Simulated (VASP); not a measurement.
NaF (Villiaumite), 2 atoms in the cell. It takes space group Fm-3m (No. 225, cubic). The conventional cell has a = 4.655 Å, b = 4.655 Å, c = 4.655 Å, α = 90.00°, β = 90.00°, γ = 90.00°. Na (site symmetry m-3m) has 6 F at 2.33 Å as nearest neighbours. F (site symmetry m-3m) is surrounded by 6 Na at 2.33 Å.  The cell isn't the ideal one: a relaxed cell with its volume scaled by 1.02.

```yaml
Program: VASP 6.6.1
Task: relaxation of the atoms
Functional: PBE
Dispersion: D3(BJ)
Potentials_or_basis: VASP PAW PBE potentials, release 64 (Na_pv, F)
Cutoff: 600 eV
k_mesh: 10 × 10 × 10
Occupations: gaussian, width 0.03 eV
Spin: no spin polarisation
Further_INCAR_settings: ALGO = Normal; EDIFF = 1e-07; IBRION = 2; EDIFFG = -0.01; NSW = 40
```

Potentials or basis: VASP PAW PBE potentials, release 64 (Na_pv, F).

Run with:

```sh
$ cat potpaw_PBE.64/Na_pv/POTCAR potpaw_PBE.64/F/POTCAR > POTCAR
$ mpirun -np 1 vasp_std > vasp.out
```

Hardware: 1 thread of Intel(R) Xeon(R) 6975P-C (Granite Rapids), with other jobs on the host.

Estimate the wall time of this run.

Wall time 13 s on 1 thread of Intel(R) Xeon(R) 6975P-C (Granite Rapids), on a shared host, peak memory 0.16 GiB. Counts: scf iterations 14, k points 47, ion steps 1.
